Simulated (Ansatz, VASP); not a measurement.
## Mg: VASP beside Ansatz

```
Mg
1.0
     3.08928    0.00000    0.00000
    -1.54464    2.67540    0.00000
     0.00000    0.00000    3.10776
Mg
1
Direct
  0.00000 0.00000 0.00000
```

Alike in both runs: functional PBE; k mesh 14 × 14 × 13; occupations fermi-dirac, width 0.1 eV; no spin polarisation.

Ansatz relaxed the structure, and its values are those at the end. VASP's run is a single point on that final structure, the one shown.

|  | VASP | Ansatz |
| --- | --- | --- |
| version | VASP 6.6.1 | Ansatz 0.2.0 |
| potentials or method | VASP PAW PBE potentials, release 64 (Mg) | PAW with Ansatz's default frozen-core files, scalar-relativistic |
| plane-wave cutoff (eV) | 520 | 420 |
| valence electrons in the cell | 2 | 10 |

|  | VASP | Ansatz | Ansatz less VASP |
| --- | --- | --- | --- |
| pressure (GPa) | -0.1 | 0.0 | +0.08 |

The two sets of potentials don't hold the same shells in valence.
